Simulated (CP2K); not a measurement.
Runs of CP2K 2026.2 on WS2 (Tungstenite). Symmetry: P6_3/mmc, No. 194, hexagonal system. The conventional cell has a = 3.180 Å, b = 3.180 Å, c = 12.500 Å, α = 90.00°, β = 90.00°, γ = 120.00°. W (site symmetry -6m2) is surrounded by 6 S at 2.41 Å. S (site symmetry 3m) is surrounded by 3 W at 2.41 Å. 

| level | potentials or basis | smearing | EPS_DEFAULT | NGRIDS | points a segment of the path (NPOINTS) | bands added on the path | CUTOFF of the grids | gap on the mesh (eV) | pressure (GPa) | largest force (eV/Å) |
| --- | --- | --- | --- | --- | --- | --- | --- | --- | --- | --- |
| r2SCAN | POTENTIAL_UZH W GTH-SCAN-q14, S GTH-SCAN-q6; TZVP-MOLOPT-SCAN-GTH basis | fermi-dirac 0.0259 eV | 1.0E-10 | 5 | 6 | 6 | 675 Ry | (b) | -1.0 | 0.23 |
| PBEsol | POTENTIAL_UZH W GTH-PBE-q14, S GTH-PBE-q6; TZVP-MOLOPT-PBE-GTH basis | fermi-dirac 0.05 eV | 1.0E-9 | 5 | 8 | 6 | 450 Ry | - | -2.2 | 0.07 |
| r2SCAN | POTENTIAL_UZH W GTH-SCAN-q14, S GTH-SCAN-q6; TZVP-MOLOPT-SCAN-GTH basis | fermi-dirac 0.05 eV | 1.0E-9 | 4 | 10 | 4 | 675 Ry | - | -1.0 | 0.23 |
| TB-mBJ | POTENTIAL_UZH W GTH-PBE-q14, S GTH-PBE-q6; TZVP-MOLOPT-PBE-GTH basis | fermi-dirac 0.1 eV | 1.0E-9 | 5 | 10 | 6 | 675 Ry | 1.22 | - | - |
| LDA | GTH_POTENTIALS W GTH-PADE-q14, S GTH-PADE-q6; TZVP-MOLOPT-PBE-GTH basis | fermi-dirac 0.01 eV | 1.0E-9 | 5 | 10 | 4 | 450 Ry | - | -15.3 | (a) |

Alike in all rows: task band structure; no spin polarisation; cell as given; k mesh 10 × 10 × 3.

Fill in the values left out.

(a) 0.63; (b) 1.27.

Caveats: the basis of atomic orbitals isn't converged, which shifts pressures, moduli and gaps; spin-orbit coupling is left out, which moves the levels of the heavy elements (some runs); the potentials were made for another functional, which shifts forces and pressure (some runs); this functional lacks dispersion, which binds the layers, so the pressure and a relaxed spacing across them are unreliable (some runs); this is a model potential without an energy functional, so only levels have meaning (some runs); so large a pressure means that the cell lies far from this level's equilibrium, or that cutoff or potentials fall short (some runs).

A k mesh can miss the band edges, and the runs leave out spin-orbit coupling on W.

Not every run made on this cell is shown here.
